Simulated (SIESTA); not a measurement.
Crystal: PtS2.

```
Pt S
1.0
     3.54320    0.00000    0.00000
    -1.77160    3.06850    0.00000
     0.00000    0.00000    5.03880
Pt S
1 2
Direct
  0.00000 0.00000 0.00000
  0.66667 0.33333 0.77300
  0.33333 0.66667 0.22700
```

Base run:

| Property | Result |
| --- | --- |
| Program | SIESTA 5.4.2 |
| Functional | PBEsol |
| Potentials or basis | PseudoDojo 0.4 standard (PBEsol files) |
| Basis | DZP (energy shift 0.003 Ry; two zetas on semicore shells) |
| Grid cutoff | 800 Ry |
| Energy shift | 0.003 Ry |
| k mesh | 7 × 7 × 4 |
| Occupations | fermi-dirac, width 0.05 eV |
| Spin | no spin polarisation |

Its results: band gap on the k mesh 0.69 eV, indirect (least direct gap 0.89 eV); pressure 9.5 GPa; largest force 1.612 eV/Å.

Q: The run is repeated on the same cell with these changes: k mesh from 7 × 7 × 4 to 9 × 9 × 5. What comes out?

A: Band gap on the k mesh 0.91 eV, indirect (least direct gap 0.95 eV); pressure 9.5 GPa; largest force 1.612 eV/Å.

Caveats: short orbitals over semicore shells can move pressures by several GPa; spin-orbit coupling is left out, which moves the levels of the heavy elements; the basis of atomic orbitals isn't converged, which shifts pressures, moduli and gaps; forces of over 1 eV/Å show positions far from the minimum, so gaps and moduli don't describe the material at rest.

Not every run made on this cell is shown here.
